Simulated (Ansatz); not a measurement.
TiB2 under changes of volume

One of the cells (8.552 Å³/atom); the others are scaled copies at fixed shape and fractional positions:

```
Ti B
1.0
     3.02920    0.00000    0.00000
    -1.51460    2.62336    0.00000
     0.00000    0.00000    3.22840
Ti B
1 2
Direct
  0.00000 0.00000 0.00000
  0.66667 0.33333 0.50000
  0.33333 0.66667 0.50000
```

| Property | Result |
| --- | --- |
| Program | Ansatz 0.2.0 |
| Functional | PBEsol |
| Potentials or basis | all-electron LAPW, scalar-relativistic |
| Cutoff | 311 eV (chosen from the basis error) |
| Basis error allowed | 0.001 eV/atom |
| k mesh | 10 × 10 × 8 |
| Occupations | fermi-dirac, width 0.05 eV |
| Spin | no spin polarisation |

| volume (Å³/atom) | energy over the lowest point (meV/atom) | pressure (GPa) |
| --- | --- | --- |
| 8.039 | 12.66 | 12.2 |
| 8.210 | 3.11 | 5.8 |
| 8.381 | 0.00 | 0.1 |
| 8.552 | 2.72 | -5.1 |
| 8.723 | ? | ? |
| 8.894 | 23.51 | -14.1 |
| 9.065 | 40.63 | -17.9 |

**Question.** What does the run at 8.723 Å³/atom give?

**Answer.** Energy over the lowest point 10.72 meV/atom; pressure -9.8 GPa.

Worked out: A Birch-Murnaghan fit of order 3 (a polynomial in V^(-2/3)) to the other rows has its minimum at 8.38 Å³/atom with B0 = V·E''(V) = 267 GPa and B' = 3.9 at fixed shape and positions, which overstates the stiffness. It gives 10.72 meV/atom at 8.723 Å³/atom, against the run's 10.72, and -dE/dV = -9.8 GPa, against -9.8.

Energies are extrapolated to zero smearing.

The runs don't all hold the same shells in valence.
